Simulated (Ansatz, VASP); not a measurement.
BN in VASP and in Ansatz

File INCAR:

```
  PREC = Accurate
  ENCUT = 600
  EDIFF = 1E-7
  ISMEAR = 0
  SIGMA = 0.02
  LREAL = F
  LASPH = T
  NELM = 100
  ALGO = Normal
  ISIF = 3
  LWAVE = F
  LCHARG = F
  GGA = PE
  IBRION = 2
  NSW = 100
  EDIFFG = -0.005
```

The input KPOINTS:

```
Automatic mesh
0
Gamma
  12 12 4
```

POSCAR

```
BN
1.0
    2.5022255373      0.0000000000      0.0000000000
   -1.2511127686      2.1669908813      0.0000000000
    0.0000000000      0.0000000000      6.7656542400
B N
2 2
Direct
    0.0000000000      0.0000000000      0.0000000000
    0.3333333300      0.6666666700      0.5000000000
    0.3333333300      0.6666666700      0.0000000000
    0.6666666700      0.3333333300      0.5000000000
```

Input for Ansatz:

```yaml
crystal:
  lattice:
    - [2.5022255373, 0.0, 0.0]
    - [-1.2511127686, 2.1669908813, 0.0]
    - [0.0, 0.0, 6.76565424]
  atoms:
    - { symbol: B, position: [0.0, 0.0, 0.0] }
    - { symbol: B, position: [0.33333333, 0.66666667, 0.5] }
    - { symbol: "N", position: [0.33333333, 0.66666667, 0.0] }
    - { symbol: "N", position: [0.66666667, 0.33333333, 0.5] }
basis:
  ecutwfc: 420
kpoints:
  mp_grid: { grid: [12, 12, 4] }
hamiltonian:
  xc: pbe
scf:
  occupations: { method: gaussian, width: 0.02 }
output:
  forces: true
  stress: true
  eigenvalues: true
relax:
  adjacent_minimum: "off"
  f_tol: 0.005
  max_steps: 80
  cell: { stress_tol: 0.05 }
```

Measurements of this composition are mostly on another form, of space group No. 194.

Alike in both runs: task relaxation of cell and atoms; functional PBE; k mesh 12 × 12 × 4; occupations gaussian, width 0.02 eV; no spin polarisation.

|  | VASP | Ansatz |
| --- | --- | --- |
| version | VASP 6.6.1 | Ansatz 0.2.0 |
| potentials or method | VASP PAW PBE potentials, release 64 (B, N) | scalar-relativistic, plane waves, PAW |
| plane-wave cutoff (eV) | 600 | 420 |
| valence electrons in the cell | 16 | 16 |

```tsv
	VASP	Ansatz	Ansatz less VASP
gap on the k mesh at the Fermi level, each at its own relaxed structure (eV)	4.52	4.38	-0.132
relaxed volume (Å³/atom)	10.56	11.42	+0.861
relaxed cell length with the largest relative difference (Å)	7.731	8.361	+0.6304
energy change over the relaxation (meV/atom)	-8	-11	-2.8
```

One of these differences is far larger than is usual between the two programs; its cause wasn't traced.

Caveats: the volume moved by over 15 % at a fixed basis, so the end points are rough; this functional lacks dispersion, which binds the layers, so the pressure and a relaxed spacing across them are unreliable, and here the layers came unbound. A k mesh can miss the band edges. PBE gaps usually lie below the measured ones, often by a third to a half.
